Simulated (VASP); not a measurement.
# CaO: relaxation of the cell, by functional

CaO, Cmce (no. 64), 8 atoms in the cell.

| Functional | Volume (A^3) | Pressure left (GPa) | Ionic steps | SCF steps in all | Time (s) |
|---|---|---|---|---|---|
| EDF1 | 186.220 | 0.00 | 3 | 37 | 670 |
| HCTH93 | 188.963 | -0.01 | 5 | 63 | 1189 |
| mPWLYP | 188.950 | 0.02 | 6 | 64 | 1082 |

## Input of the first row

INCAR:
```
PREC = Accurate
ENCUT = 600
EDIFF = 1E-7
ISMEAR = 0
SIGMA = 0.02
LREAL = F
LASPH = T
ALGO = Normal
NELM = 100
ISIF = 3
LWAVE = F
LCHARG = F
IBRION = 2
NSW = 40
EDIFFG = -0.01
GGA_COMPAT = F
GGA = LIBXC
LIBXC1 = GGA_XC_EDF1
```

KPOINTS:
```
k-points
0
Gamma
  7 7 2
```

POSCAR:
```
CaO
1.0
    2.3550650000     -2.3592240000      0.0000000000
    2.3550650000      2.3592240000      0.0000000000
    0.0000000000      0.0000000000     16.7489880000
Ca O
4 4
Direct
    0.5672080000      0.4327920000      0.3215120000
    0.4327920000      0.5672080000      0.6784880000
    0.9327920000      0.0672080000      0.8215120000
    0.0672080000      0.9327920000      0.1784880000
    0.5670080000      0.4329920000      0.1803640000
    0.4329920000      0.5670080000      0.8196360000
    0.9329920000      0.0670080000      0.6803640000
    0.0670080000      0.9329920000      0.3196360000
```

Commands:
```
cat potpaw_PBE.64/Ca_sv/POTCAR potpaw_PBE.64/O/POTCAR > POTCAR
mpirun -np 1 vasp_std > vasp.out
```

Changes of the last row against the first:
```
- LIBXC1 = GGA_XC_EDF1
+ LIBXC1 = GGA_X_MPW91
+ LIBXC2 = GGA_C_LYP
```

VASP 6.6.1 took 670 s on 1 core (Intel Xeon Platinum 8488C (Sapphire Rapids)), a shared host.
